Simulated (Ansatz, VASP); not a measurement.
Two plane-wave programs on TaN

```
CELL_PARAMETERS angstrom
3.07848 0.00000 0.00000
-1.53924 2.66604 0.00000
0.00000 0.00000 4.91800
ATOMIC_POSITIONS crystal
Ta 0.00000 0.00000 0.00000
Ta 0.00000 0.00000 0.50000
N 0.33333 0.66667 0.25000
N 0.66667 0.33333 0.75000
```

Change from the starting cell: equal xx and yy strain of +1 %, PAW files.

Alike in both runs: task electric field gradients; functional PBEsol; k mesh 11 × 11 × 6; occupations fermi-dirac, width 0.01 eV; no spin polarisation.

|  | VASP | Ansatz |
| --- | --- | --- |
| version | VASP 6.6.1 | Ansatz 0.2.0 |
| potentials or method | VASP PAW PBE potentials, release 64 (Ta_pv, N) | PAW with Ansatz's default frozen-core files, scalar-relativistic |
| plane-wave cutoff (eV) | 520 | 420 |
| valence electrons in the cell | 32 | 36 |

```csv
,VASP,Ansatz,Ansatz less VASP
pressure (GPa),41.0,39.6,-1.44
largest component of the traceless stress (GPa),54.19,53.65,-0.546
Vzz of the field gradient on the site that differs most (V/Å²),-165.4,-190.9,-25.48
```

The two sets of potentials don't hold the same shells in valence. Ansatz warned: «gradients_without_spin_orbit».

Caveats: so large a pressure means that the cell lies far from this level's equilibrium, or that cutoff or potentials fall short (VASP); the potentials were made for another functional, which shifts forces and pressure (VASP). The runs have no spin-orbit coupling, so splittings on Ta are missing.
